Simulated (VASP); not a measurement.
Crystal: HfO2.

```xyz
3
Lattice="0.0000 2.5488 2.5488 2.5488 0.0000 2.5488 2.5488 2.5488 0.0000" Properties=species:S:1:pos:R:3 pbc="T T T"
Hf    0.0000    0.0000    0.0000
O     1.2744    1.2744    1.2744
O     3.8232    3.8232    3.8232
```

Measurements of this composition are mostly on another form, of space group No. 14.

- Program: VASP 6.6.1
- Task: relaxation of cell and atoms
- Functional: PBEsol
- Potentials or basis: VASP PAW PBE potentials, release 64 (Hf_pv, O)
- Cutoff: 600 eV
- k mesh: 8 × 8 × 8
- Occupations: gaussian, width 0.02 eV
- Spin: no spin polarisation

At the start: pressure -11.5 GPa; volume 11.04 Å³/atom.

Question: Where does the relaxation end?

Answer: Over 4 steps the energy falls by 19.0 meV/atom and the volume is 10.53 Å³/atom (-4.6 %); space group Fm-3m (No. 225, to 0.05 Å).

The path:
```tsv
step	energy change (eV)	largest force (eV/Å)	pressure (GPa)	volume (Å³)
1	0.0000	0.0000	-11.47	33.12
2	0.0808	0.0000	22.04	29.47
3	-0.0569	0.0000	-0.24	31.63
4	-0.0570	0.0000	0.01	31.60
```

Final structure:
```
CELL_PARAMETERS angstrom
0.00000 2.50920 2.50920
2.50920 0.00000 2.50920
2.50920 2.50920 0.00000
ATOMIC_POSITIONS crystal
Hf 0.00000 0.00000 0.00000
O 0.25000 0.25000 0.25000
O 0.75000 0.75000 0.75000
```

Caveat: the PAW data sets were made with another functional, which shifts forces and pressure a little.
